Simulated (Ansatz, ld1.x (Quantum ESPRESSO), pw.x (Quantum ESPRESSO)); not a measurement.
# pw.x on bcc Si: one setting changed

Potential: norm-conserving Troullier–Martins (Kleinman–Bylander form), ld1.x (Quantum ESPRESSO) 7.5, PBE; core [Ne], reference 3s2 3p2; waves: 3p (bound): rc 2.25 bohr; 3d channel at -0.15 Ry: rc 1.90 bohr; 3s (bound): rc 1.95 bohr; local part: the s channel; core correction: none.

The reference run (k-mesh 15³, cutoffs 45/180 Ry, Fermi–Dirac 0.01 Ry, mixing_beta 0.4, conv_thr 1e-9, no spin) gives 0.39 GPa at 14.593 Å³/atom, where all-electron LAPW gives 0.35 GPa. This run, with its own iteration cap, changes k-mesh points per axis to 20.

```
&control
  calculation='scf', prefix='x', pseudo_dir='./', outdir='./tmp', tstress=.true., disk_io='none'
/
&system
  ibrav=0, nat=1, ntyp=1, ecutwfc=45, ecutrho=180, nbnd=9,
  occupations='smearing', smearing='fd', degauss=0.01
/
&electrons
  conv_thr=1e-09, mixing_beta=0.4, electron_maxstep=50
/
ATOMIC_SPECIES
Si 1.0 Si.UPF
CELL_PARAMETERS angstrom
  -1.53943562 1.53943562 1.53943562
  1.53943562 -1.53943562 1.53943562
  1.53943562 1.53943562 -1.53943562
ATOMIC_POSITIONS crystal
Si 0.0000 0.0000 0.0000
K_POINTS automatic
20 20 20 0 0 0
```

```bash
pw.x < Si.scf.in > Si.scf.out
```

Problem. How does the run end?

Solution. It converges in 5 iterations; the free energy moves by +4.4 meV/atom and the pressure by +0.02 GPa.

```
Message from routine setup:
     using ibrav=0 with symmetry is DISCOURAGED, use correct ibrav instead
     lattice parameter (alat)  =       5.0387  a.u.
     unit-cell volume          =      98.4784 (a.u.)^3
     number of electrons       =         4.00
     number of Kohn-Sham states=            9
     kinetic-energy cutoff     =      45.0000  Ry
     charge density cutoff     =     180.0000  Ry
     scf convergence threshold =      1.0E-09
     Exchange-correlation= PBE
     number of k points=   256  Fermi-Dirac smearing, width (Ry)=  0.0100
     iteration #  1     ecut=    45.00 Ry     beta= 0.40
     total energy              =      -7.84562633 Ry
     estimated scf accuracy    <       0.00370904 Ry
     iteration #  2     ecut=    45.00 Ry     beta= 0.40
     total energy              =      -7.84545931 Ry
     estimated scf accuracy    <       0.00116669 Ry
     iteration #  3     ecut=    45.00 Ry     beta= 0.40
     total energy              =      -7.84550163 Ry
     estimated scf accuracy    <       0.00000440 Ry
     iteration #  4     ecut=    45.00 Ry     beta= 0.40
     total energy              =      -7.84550211 Ry
     estimated scf accuracy    <       0.00000023 Ry
     iteration #  5     ecut=    45.00 Ry     beta= 0.40
     the Fermi energy is    10.5049 ev
!    total energy              =      -7.84550212 Ry
     estimated scf accuracy    <          3.7E-10 Ry
     smearing contrib. (-TS)   =      -0.00199572 Ry
     The total energy is F=E-TS. E is the sum of the following terms:
     one-electron contribution =       4.57176435 Ry
     hartree contribution      =       0.02887547 Ry
     xc contribution           =      -2.43632574 Ry
     ewald contribution        =     -10.00782047 Ry
     convergence has been achieved in   5 iterations
          total   stress  (Ry/bohr**3)                   (kbar)     P=        4.11
     Message from routine punch:
     Nothing written, as per user request (disk_io='none')
```

The run took about 12 s on one core of a shared host (Neoverse-V1, 32 threads, 247 GiB, load 20).
